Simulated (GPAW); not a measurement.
**FeO (Wuestite) in GPAW: the effect of starting spin order**

The system is FeO (Wuestite).

```
Fe O
1.0
     0.00000    4.31080    4.31080
     2.15540    0.00000    2.15540
     2.15540    2.15540    0.00000
Fe O
2 2
Direct
  0.00000 0.00000 0.00000
  0.50000 0.00000 0.00000
  0.25000 0.50000 0.50000
  0.75000 0.50000 0.50000
```

Alike in all runs:

* Program: GPAW 26.7.0
* Task: single point
* Functional: PBEsol
* Potentials or basis: PAW data sets generated in the run's folder for this functional
* Cutoff: 800 eV
* Basis: pw
* k mesh: 11 × 11 × 11
* Occupations: fermi-dirac, width 0.05 eV

| starting spin order | spin | starting moments | energy over the lowest run (meV/atom) | pressure (GPa) | final net moment (μB) | final largest site moment (μB) |
| --- | --- | --- | --- | --- | --- | --- |
| nm | no spin polarisation | - | ? | ? | ? | ? |
| fm | collinear spin, ferromagnetic start | [3.0, 3.0, 0.0, 0.0] μB | 0.0 | -7.0 | 8.00 | 3.54 |
| fm  larger moments | collinear spin, ferromagnetic start | [4.5, 4.5, 0.0, 0.0] μB | 0.0 | -7.0 | 8.00 | 3.54 |

**Question.** What does the run with starting spin order nm give?

**Answer.** Energy over the lowest run 726.6 meV/atom; pressure -32.6 GPa; final net moment 0.00 μB; final largest site moment 0.00 μB.

Caveats: a pressure of tens of GPa on the cell as given is suspect, and the run, the potentials or the cell itself is likely at fault (some runs).
